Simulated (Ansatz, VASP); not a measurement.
Si: VASP beside Ansatz

```
CELL_PARAMETERS angstrom
3.69153 0.00000 0.00000
0.00000 6.11507 0.00000
0.00000 0.00000 6.59637
ATOMIC_POSITIONS crystal
Si 0.13086 0.56554 0.15605
Si 0.13086 0.93446 0.65605
Si 0.63086 0.06554 0.84395
Si 0.36914 0.93446 0.15605
Si 0.86914 0.06554 0.34395
Si 0.86914 0.43446 0.84395
Si 0.63086 0.43446 0.34395
Si 0.36914 0.56554 0.65605
```

Alike in both runs: functional PBE; k mesh 10 × 6 × 6; occupations gaussian, width 0.1 eV; no spin polarisation.

Ansatz relaxed the structure, and its values are those at the end. VASP's run is a single point on that final structure, the one shown.

|  | VASP | Ansatz |
| --- | --- | --- |
| version | VASP 6.6.1 | Ansatz 0.2.0 |
| potentials or method | VASP PAW PBE potentials, release 64 (Si) | scalar-relativistic, plane waves, PAW |
| plane-wave cutoff (eV) | 520 | 420 |
| valence electrons in the cell | 32 | 32 |

VASP gave:

| Quantity | Value |
| --- | --- |
| gap on the k mesh at the Fermi level (eV) | none |
| pressure (GPa) | -0.1 |

What did Ansatz give for the same quantities?

gap on the k mesh at the Fermi level (eV): none; pressure (GPa): 0.0.

A gap of «none» marks a metal or a gap that the smearing closes.
